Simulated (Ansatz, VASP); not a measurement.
## Ga2SeS (Ga2SSe monolayer): VASP beside Ansatz

One calculation is typed for both programs; each brings its own data sets. How far apart do they land? Of the first pair: The structure shown is the start of the Ansatz relaxation below; VASP solves that cell, so the two are compared at the walk's first step.

Program: Ansatz 0.2.0. Level of theory: plane waves, with VASP 6.6.1 beside it; RPBE with D3(BJ). Results are calculated unless marked as measured.

## Step 1: Set-up

The cell holds 4 atoms: 1 Se, 2 Ga and 1 S. Its edges and angles: a = 3.705 Å, b = 3.705 Å, c = 32.759 Å, α = 90.0°, β = 90.0°, γ = 120.0°. Vacuum lies along c. The height across the vacuum is the one that the program set for its solve, not the one typed.

As a file:

```cif
data_structure
_symmetry_space_group_name_H-M 'P 1'
_symmetry_Int_Tables_number 1
_cell_length_a 3.7050
_cell_length_b 3.7050
_cell_length_c 32.7594
_cell_angle_alpha 90.000
_cell_angle_beta 90.000
_cell_angle_gamma 120.000
_cell_volume 389.44
loop_
_atom_site_label
_atom_site_type_symbol
_atom_site_fract_x
_atom_site_fract_y
_atom_site_fract_z
_atom_site_occupancy
Se1 Se 0.33333 0.66667 0.27473 1
Ga2 Ga 0.00000 0.00000 0.31119 1
Ga3 Ga 0.00000 0.00000 0.38568 1
S4 S 0.33333 0.66667 0.41148 1
```

## Step 2: Ansatz: relaxation, RPBE with D3(BJ)

Ansatz runs on its default PAW (the set named soft_2) files.

The two programs are compared at the cell with which this relaxation starts, whose forces are those of its first step.

File input.yaml:

```yaml
crystal:
  lattice:
    - [3.705, 0.0, 0.0]
    - [-1.8525, 3.208624121, 0.0]
    - [0.0, 0.0, 22.4796752986]
  atoms:
    - { symbol: Se, position: [0.3333333333, 0.6666666667, 0.4003616547] }
    - { symbol: Ga, position: [0.0, 0.0, 0.4534984455] }
    - { symbol: Ga, position: [0.0, 0.0, 0.5620409385] }
    - { symbol: S, position: [0.3333333333, 0.6666666667, 0.5996383453] }
  periodic: [true, true, false]
kpoints:
  mp_grid: { grid: [12, 12, 1] }
hamiltonian:
  xc: rpbe
  dispersion: d3bj
scf:
  occupations: { method: fermi_dirac, width: 0.05 }
  convergence: { dr2_threshold: 1.0e-09 }
relax:
  f_tol: 0.004
  max_steps: 90
  cell: {}
output:
  write_potential: true
  write_density: true
  volumetric_format: npy
```

Command:

```bash
$ ansatz run input.yaml --threads 4 --pin off --max-ram 6144MiB --backend cpu --events-out ev --progress --plain --runs-dir out
```

Numbers of over 12 decimals in the logs are rounded to 6 here.

The log of the run:

```text
Warning: crystal.periodic: the lattice vector that does not repeat stood 0.000° off the slab's normal, 22.480 Å along it as the deck builds it. The run solves the slab on a vector along the normal, 32.759 Å long, with every atom where it was (on the deck's vector they left 18.00 Å outside them, and the widest stretch free of ions among them is 2.44 Å). A fractional position that the run reports is one of the run's ce [...]
Warning: relax.cell: scf.convergence.dr2_threshold = 1e-9 eV is looser than the 1.90784173574e-10 eV advised for a relaxation that steers and ends on the stress (1e-10 eV for each atom of the cell: 4, times the square of relax.cell.stress_2d_tol = 0.05 N/m over 14.5 Å (the atoms' height at the walk's start and 5 Å past either face), 3.453e-2 GPa, over a crystal's default 0.05). What an SCF threshold leaves in a stress goes as its square root, and in the free energy as the threshold itself, and one threshold admits the most on a small cell: [figures from the program's tests cut] Set scf.convergence.dr2_threshold to 1.90784173574e-10 eV or tighter. [rest of the remark cut]
crystal.periodic: the lattice vector that does not repeat stood 0.000° off the slab's normal, 22.480 Å along it as the deck builds it. The run solves the slab on a vector along the normal, 32.759 Å long, with every atom where it was (on the deck's vector they left 18.00 Å outside them, and the widest stretch free of ions among them is 2.44 Å). A fractional position that the run reports is one of the run's cell, which [...]
Engine: ansatz 0.2.0, aarch64-unknown-linux-gnu
Pseudopotentials: kind: paw
Pseudopotential: Se, paw, valence charge 16, recommended cutoff 420 eV (normal), Se.paw.azcp
Pseudopotential: Ga, paw, valence charge 13, recommended cutoff 420 eV (normal), Ga.paw.azcp
Pseudopotential: S, paw, valence charge 6, recommended cutoff 420 eV (normal), S.paw.azcp
Functional definition: RPBE
  parameter kappa = 0.804
  parameter beta = 0.066725
  exchange = rpbe_x(kappa = kappa, mu = beta*pi^2/3)
  correlation = pbe_c(beta = beta)
Crystal: 4 atoms, lattice volume = 389.442 Å³
Basis set: ecut = 420 eV, 7609 PW (Γ), exchange–correlation on 50×50×450 points (8 copies of the dense FFT grid, shifted against one another)
Bands: 29, of which v1, the nominal top of the filled ones, is band 24 counted from 1 (23 counted from 0)
[...]
SCF iter   4: F=—  HF=-13964.814645 eV  |F-HF|=—  |Δ(HF+E_count)|=   4.36e-5  Δρ=1.70e-5  dr2=1.86e-6  ethr=2.68e-8  ⟨swp⟩=2.7  Hψ=879  notcnv=0
SCF iter   5: F=—  HF=-13964.814630 eV  |F-HF|=—  |Δ(HF+E_count)|=   1.50e-5  Δρ=7.62e-6  dr2=1.70e-7  ethr=3.86e-9  ⟨swp⟩=2.7  Hψ=942  notcnv=0
SCF iter   6: F=—  HF=-13964.814630 eV  |F-HF|=—  |Δ(HF+E_count)|=   4.44e-8  Δρ=1.79e-6  dr2=1.99e-8  ethr=3.55e-10  ⟨swp⟩=3.7  Hψ=1275  notcnv=0
SCF iter   7: F=—  HF=-13964.814630 eV  |F-HF|=—  |Δ(HF+E_count)|=   4.06e-9  Δρ=6.08e-7  dr2=1.31e-9  ethr=4.15e-11  ⟨swp⟩=2.4  Hψ=1055  notcnv=0
SCF iter   8: F=-13964.814630 eV  HF=-13964.814630 eV  |F-HF|=4.73e-11  |Δ(HF+E_count)|=   2.35e-9  Δρ=2.17e-7  dr2=1.87e-10  ethr=2.08e-12  ⟨swp⟩=10.8  Hψ=4250  notcnv=0
SCF 5 converged in 8 iterations: F = -13964.814630 eV  dr2 = 1.87e-10
relax step   5: F+E_penalty+E_count = -13964.81462968 eV  Δ(F+E_penalty+E_count) = -9.532e-5 eV  max|allowed force component| = 1.442e-2 eV/Å  Δτ_max = 0.0047 Å  P = +0.015 N/m  Ω = 349.389 Å³  energy of the carried Pulay correction = +2.159e-3 eV  fix = [c, alpha, beta]  reactions: c +0.000 N/m  (8 SCF iters, accepted)
[...]
relax step   6: F+E_penalty+E_count = -13964.81464807 eV  Δ(F+E_penalty+E_count) = -1.839e-5 eV  max|allowed force component| = 2.779e-3 eV/Å  Δτ_max = 0.0015 Å  P = +0.001 N/m  Ω = 349.295 Å³  energy of the carried Pulay correction = +2.164e-3 eV  fix = [c, alpha, beta]  reactions: c +0.000 N/m  (6 SCF iters, accepted)
[...]
relax step   7: F+E_penalty+E_count = -13964.81256025 eV  Δ(F+E_penalty+E_count) = +2.088e-3 eV  max|allowed force component| = 2.859e-3 eV/Å  Δτ_max = 0.0000 Å  P = -0.004 N/m  Ω = 349.295 Å³  fix = [c, alpha, beta]  reactions: c -0.000 N/m  stress off target by 3.58e-3 N/m on what of the cell is left free  SCF on the basis re-selected at this cell (its energy is not comparable with the rows above)  (7 SCF iters)
basis re-selected at this cell: Δ(F+E_penalty+E_count) = +2.088e-3 eV, ΔP = -0.005 N/m vs the last step (what re-selecting the basis moved, of the pressure what is left beyond the Pulay correction that the steps carried, after the strain that the cell walked since its last selection, with what the two solves' SCF thresholds leave and, on support functions, any second-order correction that the steps lacked; it is no measure of the basis error at this ecutwfc). The dense FFT grid was sized anew with the basis: this SCF ran on 24×24×225 points, the steps before it on 25×25×225, so part of this shift can come from that change (see relax.cell in the input reference). [rest of the remark cut]
SCF converged after 7 iterations
Free energy (F): -13964.812560 eV
Harris-Foulkes:  -13964.812560 eV  (|F-HF|=6.37e-11)
Internal energy: -13964.812560 eV  (E = F + TS)
E sigma→0 (E₀):  -13964.812560 eV
Fermi energy:    -4.492363 eV
--- Per-component energies (eV) ---
  E_band       = -1121.538706
  E_kinetic    = 459.798514
  E_local      = -125393.900899  (includes V_loc(G=0)·N_el)
  E_nonlocal   = 279.765058
  E_hartree    = 62219.148907
  E_xc         = -341.638653
  E_vxc        = -303.213945  (∫ρ·V_xc dr)
  E_paw        = -6508.165805  (= ΣΔE_a)
  E_vpaw       = -602.283051  (= ΣTr[D̂ρ^β])
  E_aug_tail   = -0.000805  (compensation charges beyond the density's cutoff)
  E_ewald      = 55325.547583
  E_disp       = -4.807154  (pairwise vdW)
  E_core_change = -0.559307  (= ΣΔE_core)
  E_smearing   = -0.000000  (= −TS)
  E_closure    = 0.000000  (closes the sum)
  Σ components = -13964.812560   (vs F -13964.812560, Δ=0.00e0)
--- Forces (eV/Å), atoms counted from 1 ---
  atom   1  Se     0.00000000     0.00000000     0.00007537
  atom   2  Ga     0.00000000    -0.00000000     0.00260111
  atom   3  Ga    -0.00000000    -0.00000000    -0.00285924
  atom   4  S      0.00000000     0.00000000     0.00018254
  max |Σ_I F_I| component: 2.15e-7 eV/Å
--- 2D stress c σ (N/m, compression-positive) ---
       -0.003581      -0.000000      -0.000000
       -0.000000      -0.003581      -0.000000
       -0.000000      -0.000000      -0.000000
  P = ½ c Tr σ = -0.0036 N/m
--- Band table (eV; the first three rows and the last of 19) ---
  k-point 0: bands = [... 20 lower, -6.6514, -6.3232, -5.4858, -5.4858, -2.7344, -1.5079 (-1.5079°), -0.5194 (-0.5256°), -0.3456, ... 1 higher]
  k-point 1: bands = [... 20 lower, -6.7676, -6.3165, -6.1026, -5.6346, -2.3537, -1.1317 (-1.1317°), -0.6458 (-0.6465°), -0.3211, ... 1 higher]
  k-point 2: bands = [... 20 lower, -7.4181, -7.0588, -6.1847, -5.9962, -1.9481, -1.6728 (-1.6728°), -0.3335 (-0.3348°), -0.1044, ... 1 higher]
  k-point 18: bands = [... 20 lower, -9.5860, -8.2278, -7.5207, -7.4856, -3.4926, -1.9905, -1.1170, -0.4303, ... 1 higher]
  ° read free of the cell's end (the report's vacuum.weakly_bound_levels)
--- Relaxed structure (6 steps of the walk, 6 accepted, 1 SCFs on fresh bases) ---
  F+E_penalty+E_count = -13964.81256025 eV   max|allowed force component| = 2.859e-3 eV/Å   (the final SCF, on the basis selected at the relaxed cell)
  cell:  # Å, volume = 349.2954 Å³
    - [3.508839, 0, 0]
    - [-1.754420, 3.038744, 0]
    - [0, 0, 32.759351]
  atoms:
    - { symbol: Se, position: [0.333333, 0.666667, 0.271685] }
    - { symbol: Ga, position: [-8.045599734786973e-19, 3.6777559873881e-17, 0.310585] }
    - { symbol: Ga, position: [-2.96440707163001e-18, 3.616046070298062e-17, 0.383434] }
    - { symbol: S, position: [0.333333, 0.666667, 0.417371] }
```

## Step 3: VASP: single point, RPBE with D3(BJ), start cell, pair 1

The same cell, functional, mesh and smearing now go to VASP, with its own data sets.

Lines of VASP's logs that name or quote its potential files are left out, and so is its time.

File INCAR:

```
SYSTEM = Ga2SeS
PREC = Accurate
ENCUT = 400
EDIFF = 1E-06
NELM = 120
ISMEAR = -1
SIGMA = 0.05
LREAL = .FALSE.
ALGO = Normal
GGA = RP
IVDW = 12
NBANDS = 25
LORBIT = 11
LWAVE = .FALSE.
LCHARG = .FALSE.
ISIF = 2
LDIPOL = .TRUE.
IDIPOL = 3
DIPOL = 0.5 0.5 0.346
LVHAR = .TRUE.
LASPH = .TRUE.
GGA_COMPAT = .FALSE.
EFERMI = MIDGAP
NELMDL = -8
```

File POSCAR:

```
Ga2SeS
1.0
    3.7050000000      0.0000000000      0.0000000000
   -1.8525000000      3.2086240000      0.0000000000
    0.0000000000      0.0000000000     32.7593510000
Se Ga S
1 2 1
Direct
    0.3333333853      0.6666667706      0.2747307173
    0.0000000000      0.0000000000      0.3111935276
    0.0000000000      0.0000000000      0.3856760776
    0.3333333853      0.6666667706      0.4114756425
```

File KPOINTS:

```
Automatic mesh
0
Gamma
12 12 1
0 0 0
```

The projector-augmented-wave data sets are Se, Ga_d and S (PBE family, release 64).

Command:

```bash
$ mpirun -np 1 vasp_std
```

The log of the run:

```text
[banner, memory and clock lines left out]
running    1 mpi-ranks, on    1 nodes
 distrk:  each k-point on    1 cores,    1 groups
 distr:  one band on    1 cores,    1 groups

 POSCAR found type information on POSCAR SeGaS
 POSCAR found :  3 types and       4 ions
|                                                                             |
|               ----> ADVICE to this user running VASP <----                  |
|                                                                             |
|     You enforced a specific xc type in the INCAR file but a different       |
|     [... a line on the potential file left out ...]
|     I HOPE YOU KNOW WHAT YOU ARE DOING!                                     |
|                                                                             |

 LDA part: xc-table for (Slater+PW92), standard interpolation
 POSCAR, INCAR and KPOINTS ok, starting setup
 FFT: planning ... GRIDC
 FFT: planning ... GRID_SOFT
 FFT: planning ... GRID
 WAVECAR not read
 entering main loop
       N       E                     dE             d eps       ncg     rms          rms(c)
DAV:   1     0.235766254170E+03    0.23577E+03   -0.14640E+04  1110   0.107E+03
DAV:   2     0.141628903182E+02   -0.22160E+03   -0.21818E+03  1210   0.252E+02
DAV:   3    -0.137072036363E+02   -0.27870E+02   -0.27694E+02  1310   0.950E+01
DAV:   4    -0.148178881646E+02   -0.11107E+01   -0.11088E+01  1396   0.211E+01
DAV:   5    -0.148352184718E+02   -0.17330E-01   -0.17325E-01  1403   0.261E+00
DAV:   6    -0.148357717333E+02   -0.55326E-03   -0.55322E-03  1404   0.423E-01
DAV:   7    -0.148357844353E+02   -0.12702E-04   -0.12702E-04  1412   0.680E-02
DAV:   8    -0.148357847544E+02   -0.31903E-06   -0.31886E-06  1148   0.108E-02    0.802E+00
DAV:   9    -0.144770437078E+02    0.35874E+00   -0.70776E-01  1402   0.197E+01    0.536E+00
DAV:  10    -0.144549348592E+02    0.22109E-01   -0.67564E-01  1316   0.728E+00    0.831E-01
DAV:  11    -0.144457256482E+02    0.92092E-02   -0.15181E-01  1322   0.552E+00    0.949E-01
DAV:  12    -0.144467725936E+02   -0.10469E-02   -0.11683E-02  1212   0.938E-01    0.304E-01
DAV:  13    -0.144456340622E+02    0.11385E-02   -0.31729E-03  1282   0.953E-01    0.336E-01
DAV:  14    -0.144455424731E+02    0.91589E-04   -0.21495E-03  1185   0.487E-01    0.880E-02
[...]
DAV:  19    -0.144461237956E+02   -0.14951E-03   -0.80821E-06   994   0.123E-02    0.676E-03
DAV:  20    -0.144462449437E+02   -0.12115E-03   -0.13367E-05   947   0.117E-02    0.399E-03
DAV:  21    -0.144462807405E+02   -0.35797E-04   -0.25743E-06   963   0.100E-02    0.188E-03
DAV:  22    -0.144462906854E+02   -0.99449E-05   -0.24673E-07   892   0.450E-03    0.998E-04
DAV:  23    -0.144462987828E+02   -0.80975E-05   -0.16066E-07   800   0.255E-03    0.821E-04
DAV:  24    -0.144463020840E+02   -0.33012E-05   -0.65450E-08   812   0.149E-03    0.607E-04
DAV:  25    -0.144463044136E+02   -0.23296E-05   -0.71151E-08   784   0.129E-03    0.252E-04
DAV:  26    -0.144463048899E+02   -0.47629E-06   -0.99507E-09   796   0.642E-04
   1 F= -.18741557E+02 E0= -.18741557E+02  d E =-.514224E-08
```

[end of part 1 of 2]

[Lines on the potential files, build, host, timing and source positions are cut from VASP's logs without a mark.]

[Logs are printed without paths, hosts, clocks, repeated set-up lines and the standing remarks that a program may print on its own settings, such as how far it seeks lower states.]

[Hosts, paths, dates, database ids (printed as entryN), source tags and the programs' standing remarks are cut or masked in the printed files.]
